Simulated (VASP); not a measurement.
The system is GaN.

```
Ga N
1.0
     0.00000    2.25350    2.25350
     2.25350    0.00000    2.25350
     2.25350    2.25350    0.00000
Ga N
1 1
Direct
  0.00000 0.00000 0.00000
  0.75000 0.75000 0.75000
```

The cell is a database's computed one.

```yaml
Program: VASP 6.6.1
Task: relaxation of cell and atoms
Functional: PBE
Potentials_or_basis: VASP PAW PBE potentials, release 64 (Ga_d, N)
Cutoff: 600 eV
k_mesh: 8 × 8 × 8
Occupations: fermi-dirac, width 0.02 eV
Spin: no spin polarisation
```

At the start: pressure 5.0 GPa; volume 11.44 Å³/atom.

**Question.** How do energy, volume and symmetry change on relaxing?

**Answer.** Over 3 steps the energy falls by 4.7 meV/atom and the volume is 11.76 Å³/atom (+2.8 %); space group F-43m (No. 216, to 0.05 Å).

Step by step:
```tsv
step	energy change (eV)	largest force (eV/Å)	pressure (GPa)	volume (Å³)
1	0.0000	0.0000	4.97	22.89
2	-0.0025	0.0000	-3.90	24.08
3	-0.0094	0.0000	-0.05	23.52
```

Final structure:
```
CELL_PARAMETERS angstrom
0.00000 2.27408 2.27408
2.27408 0.00000 2.27408
2.27408 2.27408 0.00000
ATOMIC_POSITIONS crystal
Ga 0.00000 0.00000 0.00000
N 0.75000 0.75000 0.75000
```
